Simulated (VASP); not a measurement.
# SnTe (F-43m) in VASP: a series of runs

One crystal, SnTe, is run at these levels: PBEsol; tasks: single point.

Program: VASP 6.6.1. These are calculated values, not measurements. Logs are shortened: lines on timing, memory, paths and dates and some standing lists are left out, and cuts for length are marked.

**1. Starting point**

It takes space group F-43m (No. 216, cubic). Conventional cell: a = 7.222 Å, b = 7.222 Å, c = 7.222 Å, α = 90.00°, β = 90.00°, γ = 90.00°. Te (site symmetry -43m) is surrounded by 4 Sn at 3.13 Å. Around Sn (site symmetry -43m) lie 4 Te at 3.13 Å.

Measurements of this composition are mostly on another form, of space group No. 225.

**2. Single point, PBEsol, spin-orbit coupling, no magnetisation**

File INCAR:

```
SYSTEM = SnTe
ALGO = Normal ; EDIFF = 1E-8
ENCUT = 750 ; GGA = PS
GGA_COMPAT = .False. ; ISIF = 2
ISMEAR = 0 ; LASPH = .True.
LCHARG = .False. ; LORBIT = 11
LREAL = .False. ; LSORBIT = .True.
LWAVE = .False. ; MAGMOM = 0 0 0 0 0 0
NBANDS = 36 ; NELM = 100
PREC = Accurate ; SIGMA = 0.02
```

File KPOINTS:

```
k-points
0
Gamma
  8 8 8
  0 0 0
```

File POSCAR:

```
SnTe
1.0
    0.0000000000      3.6111460000      3.6111460000
    3.6111460000      0.0000000000      3.6111460000
    3.6111460000      3.6111460000      0.0000000000
Te Sn
1 1
Direct
    0.2500000000      0.2500000000      0.2500000000
    0.0000000000      0.0000000000      0.0000000000
```

Potentials or basis: VASP PAW PBE potentials, release 64 (Te, Sn_d).

The run is started by

```bash
$ cat potpaw_PBE.64/Te/POTCAR potpaw_PBE.64/Sn_d/POTCAR > POTCAR
$ mpirun -np 1 vasp_ncl > vasp.out
```

OUTCAR:

```text
SYSTEM = SnTe
   EDIFF = 1E-8
   ENCUT = 750
   GGA = PS
   ISIF = 2
   ISMEAR = 0
   LASPH = .True.
   LORBIT = 11
   LREAL = .False.
   LSORBIT = .True.
   NELM = 100
   PREC = Accurate

 ion  position               nearest neighbor table
   1  0.250  0.250  0.250-   2 3.13   2 3.13   2 3.13   2 3.13
   2  0.000  0.000  0.000-   1 3.13   1 3.13   1 3.13   1 3.13

  LATTYP: Found a face centered cubic cell.
 ALAT       =     7.2222920000

  Lattice vectors:

 A1 = (   0.0000000000,   3.6111460000,   3.6111460000)
 A2 = (   3.6111460000,   0.0000000000,   3.6111460000)
 A3 = (   3.6111460000,   3.6111460000,   0.0000000000)

Analysis of symmetry for initial positions (statically):
=====================================================================
 Subroutine PRICEL returns:
 Original cell was already a primitive cell.

 Routine SETGRP: Setting up the symmetry group for a
 face centered cubic supercell.

 Subroutine GETGRP returns: Found 24 space group operations
 (whereof 24 operations were pure point group operations)
 out of a pool of 48 trial point group operations.

The static configuration has the point symmetry T_d .

Analysis of symmetry for dynamics (positions and initial velocities):
=====================================================================
 Subroutine PRICEL returns:
 Original cell was already a primitive cell.

 Routine SETGRP: Setting up the symmetry group for a
 face centered cubic supercell.

 Subroutine GETGRP returns: Found 24 space group operations
 (whereof 24 operations were pure point group operations)
 out of a pool of 48 trial point group operations.

The dynamic configuration has the point symmetry T_d .

Analysis of structural, dynamic, and magnetic symmetry:
=====================================================================
 Subroutine PRICEL returns:
 Original cell was already a primitive cell.

 Routine SETGRP: Setting up the symmetry group for a
 face centered cubic supercell.

 Subroutine GETGRP returns: Found 24 space group operations
 (whereof 24 operations were pure point group operations)
 out of a pool of 48 trial point group operations.

The overall configuration has the point symmetry T_d .

 Subroutine INISYM returns: Found 24 space group operations
 (whereof 24 operations are pure point group operations),
 and found     1 'primitive' translations

----------------------------------------------------------------------------------------

                                     Primitive cell

  volume of cell :      94.1814

  direct lattice vectors                    reciprocal lattice vectors
     0.000000000  3.611146000  3.611146000    -0.138460201  0.138460201  0.138460201
     3.611146000  0.000000000  3.611146000     0.138460201 -0.138460201  0.138460201
     3.611146000  3.611146000  0.000000000     0.138460201  0.138460201 -0.138460201

  length of vectors
     5.106931649  5.106931649  5.106931649     0.239820102  0.239820102  0.239820102

  position of ions in fractional coordinates (direct lattice)
     0.250000000  0.250000000  0.250000000
     0.000000000  0.000000000  0.000000000

  ion indices of the primitive-cell ions
   primitive index   ion index
                 1           1
                 2           2

----------------------------------------------------------------------------------------

 KPOINTS: k-points

Automatic generation of k-mesh.
 Grid dimensions read from file:
 generate k-points for:    8    8    8

 Generating k-lattice:

  Cartesian coordinates                     Fractional coordinates (reciprocal lattice)
    -0.017307525  0.017307525  0.017307525     0.125000000  0.000000000  0.000000000
     0.017307525 -0.017307525  0.017307525     0.000000000  0.125000000  0.000000000
     0.017307525  0.017307525 -0.017307525     0.000000000  0.000000000  0.125000000

  Length of vectors
     0.029977513  0.029977513  0.029977513

  Shift w.r.t. Gamma in fractional coordinates (k-lattice)
     0.000000000  0.000000000  0.000000000

 Subroutine IBZKPT returns following result:
 ===========================================

 Found     43 irreducible k-points:

 Following reciprocal coordinates:
            Coordinates               Weight
  0.000000  0.000000  0.000000      1.000000
  0.125000  0.000000  0.000000      4.000000
 -0.125000  0.000000  0.000000      4.000000
  0.250000  0.000000  0.000000      4.000000
 -0.250000  0.000000  0.000000      4.000000
  0.375000  0.000000  0.000000      4.000000
[... 16 lines left out ...]
 -0.375000 -0.250000  0.000000     12.000000
  0.500000  0.250000  0.000000     12.000000
 [... further k-points ...]
   k-points           NKPTS =     43   k-points in BZ     NKDIM =     43   number of bands    NBANDS=     36
   number of dos      NEDOS =    301   number of ions     NIONS =      2
   total plane-waves  NPLWV = 110592
   dimension x,y,z NGX =    48 NGY =   48 NGZ =   48
   dimension x,y,z NGXF=    96 NGYF=   96 NGZF=   96
   ions per type =               1   1
   NGX,Y,Z   is equivalent  to a cutoff of  15.63, 15.63, 15.63 a.u.
   NGXF,Y,Z  is equivalent  to a cutoff of  31.25, 31.25, 31.25 a.u.
 SYSTEM =  SnTe
   PREC   = accura    normal or accurate (medium, high low for compatibility)
   ISTART =      0    job   : 0-new  1-cont  2-samecut
   ICHARG =      2    charge: 1-file 2-atom 10-const
   ISPIN  =      1    spin polarized calculation?
   LNONCOLLINEAR =      T non collinear calculations
   LSORBIT =      T    spin-orbit coupling
   LASPH  =      T    aspherical Exc in radial PAW
   ENCUT  =  750.0 eV  55.12 Ry    7.42 a.u.  11.40 11.40 11.40*2*pi/ulx,y,z
   NELM   =    100;   NELMIN=  2; NELMDL= -5     # of ELM steps
   EDIFF  = 0.1E-07   stopping-criterion for ELM
   LREAL  =      F    real-space projection
   EDIFFG = 0.1E-06   stopping-criterion for IOM
   NSW    =      0    number of steps for IOM
   IBRION =     -1    ionic relax: 0-MD 1-quasi-New 2-CG
   NFREE  =      0    steps in history (QN), initial steepest desc. (CG)
   ISIF   =      2    stress and relaxation
   ISYM   =      2    0-nonsym 1-usesym 2-fastsym
   POTIM  = 0.5000    time-step for ionic-motion
   TEBEG  =    0.0;   TEEND  =   0.0 temperature during run
   PSTRESS=    0.0 pullay stress
   NELECT =      20.0000    total number of electrons
   NUPDOWN=      -1.0000    fix difference up-down
   EMIN   =  10.00;   EMAX   =-10.00  energy-range for DOS
   EFERMI =   0.00;   METHOD = LEGACY
   ISMEAR =     0;   SIGMA  =   0.02  broadening in eV -4-tet -1-fermi 0-gaus
   EFERMI_NEDOS =   21; number of points for ismear=-14 and -15
   IALGO  =     38    algorithm
   IMIX   =      4    mixing-type and parameters
     AMIX     =   0.40;   BMIX     =  1.00
     AMIX_MAG =   1.60;   BMIX_MAG =  1.00
  volume/ion in A,a.u.               =      47.09       317.78
  Fermi-wavevector in a.u.,A,eV,Ry     =   0.976704  1.845704 12.979296  0.953951
  Thomas-Fermi vector in A             =   2.107344
   LORBIT       =     11    0 simple, 1 ext, 2 COOP (PROOUT), +10 PAW based schemes
   GGA     = PS    functional components
   LHFCALC =     F    Hartree Fock is set to
   AEXX    =    0.0000 exact exchange contribution
   IVDW    =     0    specifies the selected vdW correction
   LEPSILON=     F    determine dielectric tensor
   LRPA    =     F    only Hartree local field effects (RPA)
 Gauss-broadening in eV      SIGMA  =   0.02
  energy-cutoff  :      750.00
  volume of cell :       94.18
 maximum number of plane-waves:      8954
 NGX is ok and might be reduce to    48
   NGX = 23   NGY = 23   NGZ = 23

 number of electron      20.0000000 magnetization       0.0000000      0.0000000      0.0000000

 number of electron      20.0000001 magnetization       0.0000000     -0.0000000      0.0000000

 number of electron      20.0000001 magnetization      -0.0000000      0.0000000     -0.0000000

 number of electron      20.0000001 magnetization      -0.0000000     -0.0000000     -0.0000000

 Free energy of the ion-electron system (eV)
  ---------------------------------------------------
  ext. energy  EPLUGINS =         0.00000000
  ---------------------------------------------------
  free energy    TOTEN  =        -7.76858027 eV

  energy without entropy =       -7.76857363  energy(sigma->0) =       -7.76857695

 E-fermi :   3.1312     XC(G=0):  -7.6301

 val. band max:        3.0963984797   @ k =   0.5000   0.5000   0.0000
 cond. band min:       3.1694172246   @ k =   0.3750   0.3750   0.0000
 fundamental gap:      0.0730187450
 Fermi energy:         3.1312161905

 k-point     1 :       0.0000    0.0000    0.0000
  band No.  band energies     occupation
      1     -19.2486      1.00000
      2     -19.2486      1.00000
      3     -19.2486      1.00000
      4     -19.2486      1.00000
      5     -18.2178      1.00000
      6     -18.2178      1.00000
[... 24 lines left out ...]
     31       9.4585      0.00000
     32       9.4585      0.00000
[... 774 lines left out ...]
      2     -19.2485      1.00000
      3     -19.2478      1.00000
      4     -19.2474      1.00000
      5     -18.2183      1.00000
      6     -18.2161      1.00000
[... 24 lines left out ...]
     31      10.1574      0.00000
     32      10.1729      0.00000

 [... further k-points ...]

 [bands above 32 left out]

------------------------ aborting loop because EDIFF is reached ----------------------------------------

  FORCE on cell =-STRESS in cart. coord.  units (eV):
  Direction    XX          YY          ZZ          XY          YZ          ZX
  --------------------------------------------------------------------------------------
  -------------------------------------------------------------------------------------
  Total       -0.8078026     -0.8078026     -0.8078026      0.0000000      0.0000000      0.0000000
  in kB      -13.7420229    -13.7420229    -13.7420229      0.0000000      0.0000000      0.0000000
  external PRESSURE =     -13.7420229 kB  Pullay stress =       0.0000000 kB

 VOLUME and BASIS-vectors are now :
 -----------------------------------------------------------------------------
  energy-cutoff  :      750.00
  volume of cell :       94.18
      direct lattice vectors                 reciprocal lattice vectors
     0.000000000  3.611146000  3.611146000    -0.138460201  0.138460201  0.138460201
     3.611146000  0.000000000  3.611146000     0.138460201 -0.138460201  0.138460201
     3.611146000  3.611146000  0.000000000     0.138460201  0.138460201 -0.138460201

 POSITION                                       TOTAL-FORCE (eV/Angst)
 -----------------------------------------------------------------------------------
      1.80557      1.80557      1.80557        -0.000000     -0.000000     -0.000000
      0.00000      0.00000      0.00000         0.000000      0.000000      0.000000
 -----------------------------------------------------------------------------------
    total drift:                                0.000000      0.000000      0.000000

  FREE ENERGIE OF THE ION-ELECTRON SYSTEM (eV)
  ---------------------------------------------------
  free  energy   TOTEN  =        -7.7685802687 eV

  energy  without entropy=       -7.7685736338  energy(sigma->0) =       -7.76857695

 Spin-Orbit-Coupling matrix elements

 Ion:    1  E_soc:     -0.2285449
 l=   1
     0.0000000    -0.0380911    -0.0380911
    -0.0380911     0.0000000    -0.0380911
    -0.0380911    -0.0380911     0.0000000
 l=   2
     0.0000000     0.0000093     0.0000000     0.0000093    -0.0000091
     0.0000093     0.0000000    -0.0000068     0.0000093    -0.0000023
     0.0000000    -0.0000068     0.0000000    -0.0000068     0.0000000
     0.0000093     0.0000093    -0.0000068     0.0000000    -0.0000023
    -0.0000091    -0.0000023     0.0000000    -0.0000023     0.0000000
 l=   3
     0.0000000     0.0000000     0.0000000     0.0000000     0.0000000     0.0000000     0.0000000
     0.0000000     0.0000000     0.0000000     0.0000000     0.0000000     0.0000000     0.0000000
     0.0000000     0.0000000     0.0000000     0.0000000     0.0000000     0.0000000     0.0000000
     0.0000000     0.0000000     0.0000000     0.0000000     0.0000000     0.0000000     0.0000000
     0.0000000     0.0000000     0.0000000     0.0000000     0.0000000     0.0000000     0.0000000
     0.0000000     0.0000000     0.0000000     0.0000000     0.0000000     0.0000000     0.0000000
     0.0000000     0.0000000     0.0000000     0.0000000     0.0000000     0.0000000     0.0000000

 Ion:    2  E_soc:     -0.1056369
 l=   1
     0.0000000    -0.0114473    -0.0114473
    -0.0114473     0.0000000    -0.0114473
    -0.0114473    -0.0114473     0.0000000
 l=   2
     0.0000000    -0.0012481     0.0000000    -0.0012481    -0.0049107
    -0.0012481     0.0000000    -0.0036830    -0.0012481    -0.0012277
     0.0000000    -0.0036830     0.0000000    -0.0036830     0.0000000
    -0.0012481    -0.0012481    -0.0036830     0.0000000    -0.0012277
    -0.0049107    -0.0012277     0.0000000    -0.0012277     0.0000000
 l=   3
     0.0000000     0.0000000     0.0000000     0.0000000     0.0000000     0.0000000     0.0000000
     0.0000000     0.0000000     0.0000000     0.0000000     0.0000000     0.0000000     0.0000000
     0.0000000     0.0000000     0.0000000     0.0000000     0.0000000     0.0000000     0.0000000
     0.0000000     0.0000000     0.0000000     0.0000000     0.0000000     0.0000000     0.0000000
     0.0000000     0.0000000     0.0000000     0.0000000     0.0000000     0.0000000     0.0000000
     0.0000000     0.0000000     0.0000000     0.0000000     0.0000000     0.0000000     0.0000000
     0.0000000     0.0000000     0.0000000     0.0000000     0.0000000     0.0000000     0.0000000

 total charge

# of ion       s       p       d       tot
------------------------------------------
    1        1.394   1.940   0.016   3.350
    2        1.389   0.704   9.959  12.052
--------------------------------------------------
tot          2.783   2.644   9.975  15.402

 magnetization (x)

# of ion       s       p       d       tot
------------------------------------------
    1       -0.000   0.000  -0.000   0.000
    2       -0.000  -0.000   0.000  -0.000
--------------------------------------------------
tot         -0.000   0.000  -0.000   0.000

 magnetization (y)

# of ion       s       p       d       tot
------------------------------------------
    1       -0.000   0.000   0.000   0.000
    2        0.000  -0.000   0.000  -0.000
--------------------------------------------------
tot         -0.000   0.000   0.000   0.000

 magnetization (z)

# of ion       s       p       d       tot
------------------------------------------
    1        0.000   0.000  -0.000   0.000
    2        0.000  -0.000   0.000  -0.000
--------------------------------------------------
tot          0.000  -0.000  -0.000   0.000
```

Wall time 12 min (1 thread of Intel Xeon Platinum 8259CL at 2.50GHz (Skylake/Cascade Lake), shared host); peak memory 0.97 GiB.

Results:

* Free energy: -7.7686 eV
* Pressure: -1.4 GPa
* Valence electrons inside the program's atomic spheres: Te 3.35; Sn 12.05

Caveat: the PAW data sets were made with another functional, which shifts forces and pressure a little.

[end of part 1 of 2]
